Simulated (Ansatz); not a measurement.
# SiC: the cost of one run

Computed with Ansatz 0.2.0 (DFT PBE, scalar-relativistic, plane waves, PAW, unless a step's input says otherwise).

The COD entry's cell or inner coordinates are ideal or old and differ from later refinements, so a difference from it is no clean test against experiment.

2 further runs of the same task are left out: 2 set aside as unsound or not needed. Runs told in other sessions of the task aren't counted.

### Step 1. Starting point

Symmetry: F-43m, No. 216, cubic system. The conventional cell has a = 4.380 Å, b = 4.380 Å, c = 4.380 Å, α = 90.00°, β = 90.00°, γ = 90.00°. Si (site symmetry -43m) has 4 C at 1.90 Å in its first shell of neighbours. Around C (site symmetry -43m) lie 4 Si at 1.90 Å.

Coordinates:

```xyz
12
Lattice="4.3797 0.0000 0.0000 0.0000 2.1899 -2.1899 0.0000 6.5696 6.5696" Properties=species:S:1:pos:R:3 pbc="T T T"
Si    0.0000    2.1899    2.1899
Si    2.1899    4.3797    2.1899
Si    0.0000    4.3797    4.3797
Si    2.1899    6.5696    4.3797
Si    0.0000    6.5696    6.5696
Si    2.1899    2.1899    0.0000
C     3.2848    3.2848    3.2848
C     1.0949    5.4747    3.2848
C     3.2848    5.4747    5.4747
C     1.0949    7.6645    5.4747
C     3.2848    1.0949    1.0949
C     1.0949    3.2848    1.0949
```

It is built from the cell relaxed beforehand with the same method (10.50 Å³/atom).

### Step 2. The undisturbed cell

The input, input.yaml:

```yaml
crystal:
  lattice:
    - [4.37972819, 0.0, 0.0]
    - [0.0, 2.189864095, -2.189864095]
    - [0.0, 6.569592285, 6.569592285]
  atoms:
    - { symbol: Si, position: [0.0, 0.0, 0.3333333333] }
    - { symbol: Si, position: [0.5, 0.5, 0.5] }
    - { symbol: Si, position: [0.0, 0.0, 0.6666666667] }
    - { symbol: Si, position: [0.5, 0.5, 0.8333333333] }
    - { symbol: Si, position: [0.0, 0.0, 1.0] }
    - { symbol: Si, position: [0.5, 0.5, 0.1666666667] }
    - { symbol: C, position: [0.75, 0.0, 0.5] }
    - { symbol: C, position: [0.25, 0.5, 0.6666666667] }
    - { symbol: C, position: [0.75, 0.0, 0.8333333333] }
    - { symbol: C, position: [0.25, 0.5, 1.0] }
    - { symbol: C, position: [0.75, 0.0, 0.1666666667] }
    - { symbol: C, position: [0.25, 0.5, 0.3333333333] }
basis:
  ecutwfc: 420
kpoints:
  mp_grid: { grid: [6, 9, 3] }
hamiltonian:
  xc: pbe
scf:
  occupations: { method: gaussian, width: 0.05 }
output:
  forces: true
  stress: true
  eigenvalues: true
```

Command:

```sh
ansatz run input.yaml --threads 2 --pin off --max-ram 5120MiB --backend cpu --events-out ev --progress --plain --runs-dir out
```

Q: Estimate wall time and peak memory on 2 threads of Intel Xeon 6975P-C (Granite Rapids), shared host.

About 3.7 s, with a peak of 0.48 GiB.
